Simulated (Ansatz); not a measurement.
The system is CdTe.

```
Te Cd
1.0
     0.00000    3.20500    3.20500
     3.20500    0.00000    3.20500
     3.20500    3.20500    0.00000
Te Cd
1 1
Direct
  0.75000 0.75000 0.75000
  0.00000 0.00000 0.00000
```

Base run:

- Program: Ansatz 0.2.0
- Functional: RPBE
- Potentials or basis: Ansatz PAW
- Cutoff: 420 eV (not typed: the program's choice for these potentials)
- k mesh: 7 × 7 × 7
- Occupations: fermi-dirac, width 0.05 eV
- Spin: no spin polarisation

Its results: band gap on the k mesh 1.03 eV, direct; pressure 6.0 GPa.

Task: After a change of settings the same cell gave: band gap on the k mesh 0.87 eV, direct; pressure 4.2 GPa. Which change was it?
A. functional from RPBE to LDA
B. functional from RPBE to PBEsol0; k mesh from 7 × 7 × 7 to 4 × 4 × 4
C. functional from RPBE to PBE
D. functional from RPBE to HSE06; k mesh from 7 × 7 × 7 to 4 × 4 × 4

Result: C.

PBE binds more tightly than RPBE, so the same cell stands under less pressure.

Caveats: spin-orbit coupling is left out, which moves the levels of the heavy elements; the PAW data sets come from PBE, with cores solved anew for the run's functional, which leaves a small shift of forces and pressure (some runs).
